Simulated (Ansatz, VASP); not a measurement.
# Ta2N in VASP and in Ansatz

File INCAR:

```
  ALGO = Normal
  EDIFF = 1E-6
  ENCUT = 520
  ISIF = 2
  ISMEAR = -1
  LASPH = True
  LCHARG = False
  LREAL = False
  LWAVE = False
  NBANDS = 20
  NELM = 60
  PREC = Accurate
  SIGMA = 0.05
```

Contents of KPOINTS:

```
k-points
0
Gamma
  10 10 6
```

Contents of POSCAR:

```
Ta2N
1.0
    3.0493158896      0.0000000000      0.0000000000
   -1.5246579448      2.6407850245      0.0000000000
    0.0000000000      0.0000000000      4.7704285953
Ta N
2 1
Direct
    0.3333333333      0.6666666667      0.2547110000
    0.6666666667      0.3333333333      0.7452890000
    0.0000000000      0.0000000000      0.0000000000
```

input.yaml

```yaml
crystal:
  lattice:
    - [3.0493158896, 0.0, 0.0]
    - [-1.5246579448, 2.6407850245, 0.0]
    - [0.0, 0.0, 4.7704285953]
  atoms:
    - { symbol: Ta, position: [0.3333333333, 0.6666666667, 0.254711] }
    - { symbol: Ta, position: [0.6666666667, 0.3333333333, 0.745289] }
    - { symbol: "N", position: [0.0, 0.0, 0.0] }
hamiltonian:
  xc: lda
  pseudopotentials: { kind: paw }
kpoints:
  mp_grid: { grid: [10, 10, 6] }
scf:
  occupations: { method: fermi_dirac, width: 0.05 }
output:
  forces: true
  stress: true
  eigenvalues: true
```

The cell comes from a database or a generator and needn't be the stable form of this composition.

Alike in both runs: task single point; functional LDA; k mesh 10 × 10 × 6; occupations fermi-dirac, width 0.05 eV; no spin polarisation.

|  | VASP | Ansatz |
| --- | --- | --- |
| version | VASP 6.6.1 | Ansatz 0.2.0 |
| potentials or method | VASP PAW LDA potentials, release 64 (Ta_pv, N) | Ansatz PAW |
| plane-wave cutoff (eV) | 520 | 420 |
| valence electrons in the cell | 27 | 31 |

```csv
,VASP,Ansatz,Ansatz less VASP
gap on the k mesh at the Fermi level (eV),none,none,-
pressure (GPa),5.1,3.5,-1.65
largest component of the traceless stress (GPa),0.32,0.41,+0.085
rms of the force components (eV/Å),0.011,0.036,+0.0252
```

Atom by atom the forces differ by 0.025 eV/Å (rms over components). A gap of «none» marks a metal or a gap that the smearing closes. The two sets of potentials don't hold the same shells in valence.

Caveats: the pressure holds a Pulay correction of +0.4 GPa for the finite cutoff (Ansatz); the PAW data sets come from PBE, with cores solved anew for the run's functional, which leaves a small shift of forces and pressure (Ansatz). Spin-orbit coupling is left out, which matters for the levels of Ta.
